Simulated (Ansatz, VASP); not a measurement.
## Sc: VASP beside Ansatz

```
CELL_PARAMETERS angstrom
-1.88835 1.88835 1.88835
1.88835 -1.88835 1.88835
1.88835 1.88835 -1.88835
ATOMIC_POSITIONS crystal
Sc 0.00000 0.00000 0.00000
```

Alike in both runs: task single point; functional PBE; k mesh 14 × 14 × 14; occupations fermi-dirac, width 0.1 eV; no spin polarisation.

|  | VASP | Ansatz |
| --- | --- | --- |
| version | VASP 6.6.1 | Ansatz 0.2.0 |
| potentials or method | VASP PAW PBE potentials, release 64 (Sc_sv) | plane waves (420 eV) with PAW, scalar-relativistic |
| plane-wave cutoff (eV) | 520 | 420 |
| valence electrons in the cell | 11 | 11 |

```tsv
	VASP	Ansatz	Ansatz less VASP
pressure (GPa)	-3.5	-3.6	-0.02
```

With one functional, cell and mesh, what is left measures potentials, basis and numerics.
